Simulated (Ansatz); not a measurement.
# InP (rocksalt type): the cost of one run

Method: DFT PBE, with the methods named in each step, in Ansatz 0.2.0.

### Step 1. The starting structure

It takes space group Fm-3m (No. 225, cubic). Conventional cell: a = 5.539 Å, b = 5.539 Å, c = 5.539 Å, α = 90.00°, β = 90.00°, γ = 90.00°. Around In (site symmetry m-3m) lie 6 P at 2.77 Å. Around P (site symmetry m-3m) lie 6 In at 2.77 Å.

As a file:

```xyz
2
Lattice="0.0000 2.7696 2.7696 2.7696 0.0000 2.7696 2.7696 2.7696 0.0000" Properties=species:S:1:pos:R:3 pbc="T T T"
In    0.0000    0.0000    0.0000
P     2.7696    2.7696    2.7696
```

Whether this phase is the stable one at these pressures isn't tested.

Atoms are numbered in the order of the input: In1, P2.

### Step 2. The reference volume, LAPW

input.yaml reads:

```yaml
crystal:
  lattice:
    - [0.0, 2.7696307375, 2.7696307375]
    - [2.7696307375, 0.0, 2.7696307375]
    - [2.7696307375, 2.7696307375, 0.0]
  atoms:
    - { symbol: In, position: [0.0, 0.0, 0.0] }
    - { symbol: P, position: [0.5, 0.5, 0.5] }
kpoints:
  mp_grid: { grid: [13, 13, 13] }
  band_path:
    path:
      - [0.0, 0.0, 0.0]
      - [0.5, 0.0, 0.5]
      - [0.625, 0.25, 0.625]
      - [0.375, 0.375, 0.75]
      - [0.0, 0.0, 0.0]
      - [0.5, 0.5, 0.5]
      - [0.5, 0.25, 0.75]
      - [0.5, 0.0, 0.5]
    npoints: 14
scf:
  occupations: { method: fermi_dirac, width: 0.05 }
hamiltonian:
  xc: pbe
  pseudopotentials: { kind: all_electron, lapw: { basis_error: 0.001 } }
output:
  forces: true
  stress: true
  eigenvalues: true
  populations: true
  dos: { projected: true, de: 0.2, e_range: [-14, 8] }
```

Run with:

```bash
ansatz run input.yaml --threads 1 --pin off --max-ram 2048MiB --backend cpu --events-out ev --progress --plain --runs-dir out
```

Q: Estimate wall time and peak memory on 1 thread of Arm Neoverse V1, shared host.

About 22 s, with a peak of 0.37 GiB.
